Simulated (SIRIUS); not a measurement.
MoS2 under changes of volume

One of the cells (50.735 Å³/atom); the others are scaled copies at fixed shape and fractional positions:

```xyz
3
Lattice="3.1841 0.0000 0.0000 -1.5921 2.7575 0.0000 0.0000 0.0000 17.3346" Properties=species:S:1:pos:R:3 pbc="T T T"
Mo    0.0000    0.0000    0.0000
S     0.0000    1.8384   15.7833
S     0.0000    1.8384    1.5513
```

```yaml
Program: SIRIUS 7.12.0
Functional: LDA
Potentials_or_basis: all-electron FP-LAPW
Cutoff: 200 eV
Basis: apw+lo standard
k_mesh: 10 × 10 × 2
Occupations: fermi-dirac, width 0.05 eV
Spin: no spin polarisation
```

```tsv
volume (Å³/atom)	energy over the lowest point (meV/atom)	gap on the mesh (eV)
47.690	4.82	1.90
48.705	0.00	1.84
49.720	2.81	1.79
50.735	?	?
51.749	28.23	1.68
52.764	49.54	1.63
53.779	75.62	1.58
```

Question: What does the run at 50.735 Å³/atom give?

Answer: Energy over the lowest point 12.52 meV/atom; gap on the mesh 1.73 eV.

Worked out: A Birch-Murnaghan fit of order 3 (a polynomial in V^(-2/3)) to the other rows has its minimum at 48.82 Å³/atom with B0 = V·E''(V) = 57 GPa and B' = 4.4 at fixed shape and positions, which overstates the stiffness. It gives 12.49 meV/atom at 50.735 Å³/atom, against the run's 12.52. A straight line through the other rows of the gap, of slope -2.66 eV per unit of ln V, gives 1.73 eV, against the run's 1.73.

Energies are extrapolated to zero smearing.

A mesh can miss the band edges. Spin-orbit coupling on Mo is left out.
